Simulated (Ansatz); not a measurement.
## Quasiparticle gap of RbCl (Fm-3m)

Wanted: the gap of RbCl (Fm-3m) with a many-body correction, and the time that it takes.

Calculated with Ansatz 0.2.0; HSE06, then G0W0 on it, plane waves, PAW.

### Step 1. Set-up

Symmetry: Fm-3m, No. 225, cubic system. The conventional cell has a = 6.579 Å, b = 6.579 Å, c = 6.579 Å, α = 90.00°, β = 90.00°, γ = 90.00°. Nearest to Rb lie 6 Cl at 3.29 Å. Cl has 6 Rb at 3.29 Å nearest. Farther neighbours and most contacts between anions are not listed.

The cell and positions come from the Crystallography Open Database and are kept as given unless a step says otherwise.

The logs state that the PAW files were generated under PBE.

### Step 2. The starting point: HSE06

HSE06 mixes in a quarter of exact exchange at short range.

This step: DFT, HSE06, plane waves, PAW; PAW set soft_1.

input.yaml

```yaml
crystal:
  lattice:
    - [0.0, 3.2895, 3.2895]
    - [3.2895, 0.0, 3.2895]
    - [3.2895, 3.2895, 0.0]
  atoms:
    - { symbol: Rb, position: [0.0, 0.0, 0.0] }
    - { symbol: Cl, position: [0.5, 0.5, 0.5] }
kpoints:
  mp_grid: { grid: [4, 4, 4] }
  band_path:
    path:
      - [0.0, 0.0, 0.0]
      - [0.5, 0.0, 0.5]
      - [0.625, 0.25, 0.625]
      - [0.375, 0.375, 0.75]
      - [0.5, 0.5, 0.5]
      - [0.5, 0.25, 0.75]
    npoints: 1
hamiltonian:
  xc: hse06
  pseudopotentials: { kind: paw, azcp: { folder: soft_1 } }
scf:
  occupations: { method: fixed }
  n_extra_bands: 4
output:
  eigenvalues: true
```

Command:

```console
$ ansatz run input.yaml --threads 24 --pin off --max-ram 82944MiB --backend cuda --events-out ev --progress --plain --runs-dir out --devices 1 --max-vram 78GiB
```

Numbers of over 12 decimals in the logs are rounded to 6 here.

The program printed:

```text
scf.n_extra_bands = 4 over 8 filled bands (N_el = 16.0): the run solves 12 bands
GPUs: using 1 of 1 available (devices: 1).
Engine: ansatz 0.2.0, aarch64-unknown-linux-gnu
Pseudopotentials: kind: paw
Pseudopotential: Rb, paw, valence charge 9, recommended cutoff 420 eV (normal), soft_1/Rb.paw.azcp
Pseudopotential: Cl, paw, valence charge 7, recommended cutoff 420 eV (normal), soft_1/Cl.paw.azcp
Functional definition: HSE06
  parameter a = 0.25
  parameter omega = 0.11/bohr
  exchange = pbe_x - a*pbe_x_sr(omega) + a*exact_x_sr(omega)
  correlation = pbe_c
davidson cushion auto → on  (no smearing: the cushion is to keep the highest requested band from converging to the state above it; pin scf.eigensolver.cushion to override)
device memory: the entry about to start is reckoned to put 2.0 GiB on a device that reports 180.5 GiB free (of which the cap on the GPU budget leaves the run 78.0 GiB)
GPU FFT provider: cuFFT
GPU libraries: cuBLAS 13.8.1, cuFFT 12.4.0, cuSOLVER 12.3.2
GPU matrix products: emulated (plane waves: as basis.precision tells), large ones in fixed point in workspaces of 1.00 GiB
Crystal: 2 atoms, lattice volume = 71.190 Å³
Basis set: ecut = 420 eV, 1411 PW (Γ)
Bands: 12, of which v1, the nominal top of the filled ones, is band 8 counted from 1 (7 counted from 0)
Symmetry: 48 space group operations
Space group: Fm-3m (ITA 225), of the structure as read, at distance tolerance 4.1e-5 Å
k-points: 8 of 64
Non-local potential: Rb, projectors of the file, l = 0: 3, l = 1: 2, l = 2: 2
Non-local potential: Cl, projectors of the file, l = 0: 2, l = 1: 2, l = 2: 1
PAW form: soft (Blöchl's): semilocal exchange-correlation on the pseudo side does not see the compensation charge
PAW frozen core: Rb, regenerated for the run's functional, and the local potential with it (the file was generated under x = pbe(κ = 0.804, μ = 0.219515), c = pbe(β = 0.066725))
PAW frozen core: Cl, regenerated for the run's functional, and the local potential with it (the file was generated under x = pbe(κ = 0.804, μ = 0.219515), c = pbe(β = 0.066725))
PAW one-centre angular grid: Rb, 110 points (default); XC on 64 Gauss nodes
PAW one-centre angular grid: Cl, 110 points (default); XC on 64 Gauss nodes
Initial density: superposition of atomic densities (chi_scale 0.1, normalization cell, long waves kept (reshape's long-wave potential 0.00 eV rms))
Initial wavefunctions: pseudopotential atomic-orbital guess
GPU buffer pool allocated for 32768 grid points (all kernels)
GPU transforms: local potential and band sums: pruned to the plane-wave sphere, on 30×32×32
Functional: x = pbe(κ = 0.804, μ = 0.219515), c = pbe(β = 0.066725), warm-up for x = pbe(κ = 0.804, μ = 0.219515) + 0.25 (exact − pbe) at short range (hse, ω = 0.207870 Å⁻¹), c = pbe(β = 0.066725); HSE06 as pw.x's `hse` composes it (authors' and Libxc's form: `xc: wpbeh`)
SCF iter   1: F=—  HF=-4351.408242 eV  |F-HF|=—  |Δ(HF+E_count)|=         —  Δρ=3.62e-2  dr2=1.70e0  ethr=1.00e-1  ⟨swp⟩=6.5  Hψ=345  notcnv=0
preconditioner: auto → none  [insulator: Δε(μ)=3.657 eV  Ē_g=13.681 eV  n_scr=14 (ndim 8)  ℏωp=16.5 eV  f_vac=0.000]
iter 2 solved again at ethr=8.88e-4 eV; its pass at ethr=1.06e-2 eV (dr2=1.42e-1 eV) is discarded
SCF iter   2: F=—  HF=-4350.786911 eV  |F-HF|=—  |Δ(HF+E_count)|=   6.21e-1  Δρ=1.05e-2  dr2=1.42e-1  ethr=8.88e-4  ⟨swp⟩=2.6  Hψ=517  notcnv=0
SCF iter   3: F=—  HF=-4350.762133 eV  |F-HF|=—  |Δ(HF+E_count)|=   2.48e-2  Δρ=3.61e-3  dr2=1.30e-2  ethr=8.86e-4  ⟨swp⟩=3.2  Hψ=248  notcnv=0
SCF iter   4: F=-4350.771732 eV  HF=-4350.770444 eV  |F-HF|=1.29e-3  |Δ(HF+E_count)|=   8.31e-3  Δρ=1.45e-3  dr2=1.31e-3  ethr=8.13e-5  ⟨swp⟩=4.4  Hψ=295  notcnv=0
SCF 1 stopped early in 4 iterations: F = -4350.771732 eV  dr2 = 1.31e-3
  greatest PAW one-centre occupation: 0.973 electrons in one spin orbital (limit 2), on the Rb atom at site 0 (counted from 0), in its partial waves of l = 0
device memory: the entry about to start is reckoned to put 2.7 GiB on a device that reports 180.2 GiB free (of which the cap on the GPU budget leaves the run 78.0 GiB)
GPU FFT provider: cuFFT
GPU libraries: cuBLAS 13.8.1, cuFFT 12.4.0, cuSOLVER 12.3.2
GPU matrix products: emulated (plane waves: as basis.precision tells), large ones in fixed point in workspaces of 1.00 GiB
Initial density: handed on by an earlier stage of this run
Initial wavefunctions: those handed on with the density
GPU buffer pool allocated for 32768 grid points (all kernels)
GPU transforms: local potential and band sums: pruned to the plane-wave sphere, on 30×32×32
Functional: x = pbe(κ = 0.804, μ = 0.219515) + 0.25 (exact − pbe) at short range (hse, ω = 0.207870 Å⁻¹), c = pbe(β = 0.066725); HSE06 as pw.x's `hse` composes it (authors' and Libxc's form: `xc: wpbeh`)
Exchange kernel: α = 0.2500, screened, ω = 0.2079 Å⁻¹, Wigner–Seitz truncation, v(0) = 1041.0354 eV·Å³, q-mesh 4×4×4, nearest image of the exchange supercell L = 18.61 Å, pair-density grid 18×18×18, without the augmentation charges, whose exchange is taken in its separable form by FFT convolution over the k-point mesh (sized by the pseudopotential files, 27×27×27 at the most), smooth part of the exact exchange by density-matrix convolution in up to 1.30 GiB of GPU memory as planned if the GPU has room (build and FFT work areas not counted)
Frozen-core exchange: fock
SCF iter   1: F=—  HF=-4354.035030 eV  |F-HF|=—  |Δ(HF+E_count)|=         —  Δρ=3.01e-3  dr2=6.58e-3  ethr=8.20e-5  ⟨swp⟩=4.8  Hψ=370  notcnv=0
preconditioner: auto → none  [insulator: Δε(μ)=6.269 eV  Ē_g=15.544 eV  n_scr=14 (ndim 8)  ℏωp=16.5 eV  f_vac=0.073]
SCF iter   2: F=—  HF=-4354.035357 eV  |F-HF|=—  |Δ(HF+E_count)|=   3.27e-4  Δρ=1.27e-3  dr2=1.06e-3  ethr=3.74e-5  ⟨swp⟩=3.0  Hψ=252  notcnv=0
SCF iter   3: F=—  HF=-4354.037176 eV  |F-HF|=—  |Δ(HF+E_count)|=   1.82e-3  Δρ=2.25e-4  dr2=3.79e-5  ethr=5.66e-6  ⟨swp⟩=3.1  Hψ=292  notcnv=0
SCF iter   4: F=—  HF=-4354.037172 eV  |F-HF|=—  |Δ(HF+E_count)|=   3.94e-6  Δρ=5.89e-5  dr2=3.04e-6  ethr=1.71e-7  ⟨swp⟩=3.9  Hψ=278  notcnv=0  defer=1
SCF iter   5: F=-4354.037188 eV  HF=-4354.037188 eV  |F-HF|=7.44e-8  |Δ(HF+E_count)|=   1.59e-5  Δρ=2.10e-5  dr2=2.72e-7  ethr=1.09e-8  ⟨swp⟩=4.2  Hψ=339  notcnv=0
SCF 2 stopped early in 5 iterations: F = -4354.037188 eV  dr2 = 2.72e-7
hybrid outer 1: dexx = +1.844e-3 eV, tail = 2.32e-6 eV
GPU FFT provider: cuFFT
GPU libraries: cuBLAS 13.8.1, cuFFT 12.4.0, cuSOLVER 12.3.2
GPU matrix products: emulated (plane waves: as basis.precision tells), large ones in fixed point in workspaces of 1.00 GiB
GPU buffer pool allocated for 32768 grid points (all kernels)
GPU transforms: local potential and band sums: pruned to the plane-wave sphere, on 30×32×32
Exchange kernel: α = 0.2500, screened, ω = 0.2079 Å⁻¹, Wigner–Seitz truncation, v(0) = 1041.0354 eV·Å³, q-mesh 4×4×4, nearest image of the exchange supercell L = 18.61 Å, pair-density grid 18×18×18, without the augmentation charges, whose exchange is taken in its separable form by FFT convolution over the k-point mesh (sized by the pseudopotential files, 27×27×27 at the most), smooth part of the exact exchange by density-matrix convolution in up to 1.30 GiB of GPU memory as planned if the GPU has room (build and FFT work areas not counted)
Frozen-core exchange: fock
SCF iter   1: F=—  HF=-4354.037182 eV  |F-HF|=—  |Δ(HF+E_count)|=         —  Δρ=1.09e-5  dr2=3.29e-8  ethr=7.26e-8  ⟨swp⟩=3.5  Hψ=265  notcnv=0
preconditioner: auto → none  [insulator: Δε(μ)=6.299 eV  Ē_g=15.564 eV  n_scr=14 (ndim 8)  ℏωp=16.5 eV  f_vac=0.106]
SCF iter   2: F=-4354.037182 eV  HF=-4354.037182 eV  |F-HF|=1.52e-9  |Δ(HF+E_count)|=   9.97e-9  Δρ=5.44e-6  dr2=7.15e-9  ethr=1.94e-10  ⟨swp⟩=4.0  Hψ=328  notcnv=0
SCF 3 converged in 2 iterations: F = -4354.037182 eV  dr2 = 7.15e-9
hybrid outer 2: dexx = +2.121e-8 eV, tail = 1.56e-8 eV, Δε = 9.64e-4 eV (about 8.92e-5 eV left of the loop's levels)
device memory: the entry about to start is reckoned to put 0.3 GiB on a device that reports 182.4 GiB free (of which the cap on the GPU budget leaves the run 78.0 GiB)
NSCF: frozen V_eff on 6 k-points
hybrid SCF converged: 2 outer / 7 inner (+4 warm-up), last move |dexx| = 2.12e-8 eV, tail = 1.56e-8 eV
Stability not checked: this state was not tested for a lower state beside it, because the functional holds exact exchange (a hybrid, or Hartree-Fock), whose exchange loop this test does not read (fock_operator; see scf.lower_state_search)
Free energy (F): -4354.037182 eV
Frozen-core exchange: fock
Harris-Foulkes:  -4354.037182 eV  (|F-HF|=1.52e-9)
Internal energy: -4354.037182 eV  (E = F + TS)
E sigma→0 (E₀):  -4354.037182 eV
Fermi energy:    0.040625 eV
--- Per-component energies (eV) ---
  E_band       = -129.211813
  E_kinetic    = 335.250400
  E_local      = -805.667384  (includes V_loc(G=0)·N_el)
  E_nonlocal   = 217.900338
  E_hartree    = 219.145602
  E_xc         = -187.174042
  E_vxc        = -197.760000  (∫ρ·V_xc dr)
  E_exx        = -35.398380  (= α·E_x^exact, valence–valence)
  E_paw        = -3295.074172  (= ΣΔE_a)
  E_vpaw       = -46.430269  (= ΣTr[D̂ρ^β])
  E_aug_tail   = 0.000092  (compensation charges beyond the density's cutoff)
  E_ewald      = -802.539380
  E_core_change = -0.480256  (= ΣΔE_core)
  E_smearing   = -0.000000  (= −TS)
  E_closure    = -0.000000  (closes the sum)
  Σ components = -4354.037182   (vs F -4354.037182, Δ=0.00e0)
--- Band table (eV; the first three rows and the last of 8) ---
  k-point 0: bands = [... 4 lower, -8.3335, 0.0406, 0.0406, 0.0406, 6.3394, 9.4432, 9.4432, 9.4432]
  k-point 1: bands = [... 4 lower, -8.3165, -0.4429, -0.1403, -0.1403, 7.6240, 9.1676, 10.2360, 10.2360]
  k-point 2: bands = [... 4 lower, -8.3000, -0.8443, -0.3103, -0.3103, 9.0846, 9.4129, 11.7619, 11.7619]
  k-point 7: bands = [... 4 lower, -8.3163, -0.4178, -0.2048, -0.2048, 9.0542, 9.0542, 10.8773, 10.9476]
```

Elapsed: 2.9 s, on 1 × NVIDIA GB200 (shared by 2 runs) with 24 threads of Arm Neoverse V2, shared host; peak memory 1.1 GiB; 8.1 s of CPU time.

Numbers from this step:

```yaml
gap: 6.299 eV
valence_top_at: Γ
conduction_bottom_at: Γ
least_direct_gap: 6.299 eV
exact_exchange_fraction: 0.25
```

Over mesh and listed points the gap is 6.299 eV, direct, at k = Γ.

(Continued in part 2 of 2.)

[Paths, hosts, dates, memory and timing lines, banners, echoed tables and standing remarks are left out of the program output.]

[Logs are printed without paths, hosts, clocks, repeated set-up lines and the standing remarks that a program may print on its own settings, such as how far it seeks lower states.]

[Runs of the session that timed out or met a known fault of the program may be left out.]

[Cells called generated may have been cut or substituted from an entry of the Crystallography Open Database or the Materials Project.]

[Hosts, paths, dates, database ids (printed as entryN), source tags and the programs' standing remarks are cut or masked in the printed files.]

[Where an RPA ε∞ is given, it is that of the G0W0 mesh and is not shown converged in it. Names of k-points follow the symmetry that the program found, which can be lower than the space group named. Band edges on a path are those of the sampled points; other points can move an edge, and change direct to indirect where valleys lie close.]

[Hybrid gaps are those of their k-mesh and are not shown converged in it.]
